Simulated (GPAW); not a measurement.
## Mg5Ge in GPAW: the effect of target pressure

Mg5Ge:

```xyz
6
Lattice="0.0000 4.0968 4.0968 4.0968 0.0000 4.0968 4.0968 4.0968 0.0000" Properties=species:S:1:pos:R:3 pbc="T T T"
Ge    0.0000    0.0000    0.0000
Mg    3.0712    5.1223    3.0712
Mg    3.0712    3.0712    5.1223
Mg    5.1223    5.1223    5.1223
Mg    5.1223    3.0712    3.0712
Mg    2.0484    2.0484    2.0484
```

The cell comes from a database or a generator and needn't be the stable form of this composition.

Alike in all runs:

| Property | Result |
| --- | --- |
| Program | GPAW 26.7.0 |
| Task | relaxation of cell and atoms |
| Functional | PBEsol |
| Potentials or basis | PAW data sets generated in the run's folder for this functional |
| Cutoff | 800 eV |
| Basis | pw |
| k mesh | 4 × 4 × 4 |
| Occupations | fermi-dirac, width 0.05 eV |
| Spin | no spin polarisation |

Each run relaxes the cell or the atoms first.

| target pressure | target pressure | relaxed volume (Å³/atom) |
| --- | --- | --- |
| 0 GPa | - | 22.54 |
| 2 GPa | 2 GPa | 21.49 |
| 5 GPa | 5 GPa | 20.24 |
| 10 GPa | 10 GPa | ? |
| 20 GPa | 20 GPa | 16.63 |
| 30 GPa | 30 GPa | 15.31 |

**Question.** What does the run with target pressure 10 GPa give?

**Answer.** Relaxed volume 18.67 Å³/atom.

Worked out: In Murnaghan's law V^(-B') rises as a straight line in P. The other rows fit best with B' = 3.3, V0 = 22.55 Å³/atom and B0 = 38 GPa, which gives 18.67 Å³/atom at 10 GPa, against the run's 18.67.

Caveats: later steps reuse the first step's grids; the volume moved by over 15 % at a fixed basis, so the end points are rough (some runs).
